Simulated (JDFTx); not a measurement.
AlFe:

```xyz
2
Lattice="2.9100 0.0000 0.0000 0.0000 2.9100 0.0000 0.0000 0.0000 2.9100" Properties=species:S:1:pos:R:3 pbc="T T T"
Fe    1.4550    1.4550    1.4550
Al    0.0000    0.0000    0.0000
```

| Item | Value |
| --- | --- |
| Program | JDFTx 1.7.0 (patched build) |
| Task | relaxation of cell and atoms |
| Functional | AM05 |
| Potentials or basis | PseudoDojo-SR-PBE-0.5-standard with smoothed tails |
| Cutoff | 1225 eV |
| Density cutoff | 9796 eV |
| k mesh | 4 × 4 × 4 |
| Occupations | fermi-dirac, width 0.05 eV |
| Spin | collinear spin, ferromagnetic start |
| Starting moments | [3.0, 0.0] μB |

At the start: pressure -13.6 GPa; volume 12.32 Å³/atom.

Task: Where does the relaxation end?

Result: Over 6 steps the energy falls by 43.5 meV/atom and the volume is 11.36 Å³/atom (-7.8 %); space group Pm-3m (No. 221, to 0.05 Å); moment 0.18 μB per cell.

Step by step:
| step | energy change (eV) | largest force (eV/Å) | pressure (GPa) | volume (Å³) |
| --- | --- | --- | --- | --- |
| 1 | 0.0000 | 0.0000 | -13.59 | 24.64 |
| 2 | -0.0416 | 0.0000 | -10.20 | 24.08 |
| 3 | -0.0868 | 0.0000 | 0.66 | 22.65 |
| 4 | -0.0869 | 0.0000 | 0.02 | 22.72 |
| 5 | -0.0869 | 0.0000 | 0.00 | 22.73 |
| 6 | -0.0869 | 0.0000 | 0.00 | 22.73 |

Final structure:
```
CELL_PARAMETERS angstrom
2.83252 0.00000 0.00000
0.00000 2.83252 0.00000
0.00000 0.00000 2.83252
ATOMIC_POSITIONS crystal
Fe 0.50000 0.50000 0.50000
Al 0.00000 0.00000 0.00000
```

Caveat: the k mesh is coarse (spacing up to 0.54 Å⁻¹), so the values aren't converged; the plane waves are those of the starting cell, so after so large a change of volume the result is rough; the potentials were made for another functional, which shifts forces and pressure.
